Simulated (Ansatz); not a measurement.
Bulk crystal (TiCo) after relaxation:

```cif
data_structure
_symmetry_space_group_name_H-M 'Pm-3m'
_symmetry_Int_Tables_number 221
_cell_length_a 2.9385
_cell_length_b 2.9385
_cell_length_c 2.9385
_cell_angle_alpha 90.000
_cell_angle_beta 90.000
_cell_angle_gamma 90.000
_cell_volume 25.37
loop_
_atom_site_label
_atom_site_type_symbol
_atom_site_symmetry_multiplicity
_atom_site_Wyckoff_symbol
_atom_site_fract_x
_atom_site_fract_y
_atom_site_fract_z
_atom_site_occupancy
Ti1 Ti 1 a 0.00000 0.00000 0.00000 1
Co1 Co 1 b 0.50000 0.50000 0.50000 1
```

Miller indices refer to the conventional cell of Pm-3m (No. 221), a = 2.939 Å, b = 2.939 Å, c = 2.939 Å, α = 90.00°, β = 90.00°, γ = 90.00°.

Consider the (100) slab of 7 planes, 8.8 Å thick with 15 Å of vacuum as cut; outer planes Ti (top) and Ti (bottom), all atoms relaxed.

All numbers below come from DFT PBEsol, scalar-relativistic, plane waves, PAW (Ansatz 0.2.0). Cutoff 420 eV; k points 12×12×1 on the computed 7-atom cell (Γ-centred); Gaussian smearing, width 0.10 eV; collinear spin from starting moments 0 0.75 0 0.75 0 0.75 0 μB. The cell repeats along c with a dipole correction in the vacuum.

The slab isn't stoichiometric (Ti4Co3), so its surface energy depends on the chemical potentials; it is given with the excess atoms taken from the element's standard state, a limit at which the compound may itself be unstable, so the figure can be too low.

Q: Give the surface energy with the excess atoms taken from the elements.

A: 2.24 J/m².

Q: Predict the work function.

A: 3.86 eV.

Q: Predict the sequence of site moments over 0.05 μB in size, bottom to top.

A: Ti 0.66, Co 0.85, Co 0.54, Co 0.85, Ti 0.66 μB.

Q: The top two planes lie 1.469 Å apart in the bulk. How does relaxation change this?

A: The spacing becomes 1.461 Å (-0.5 %).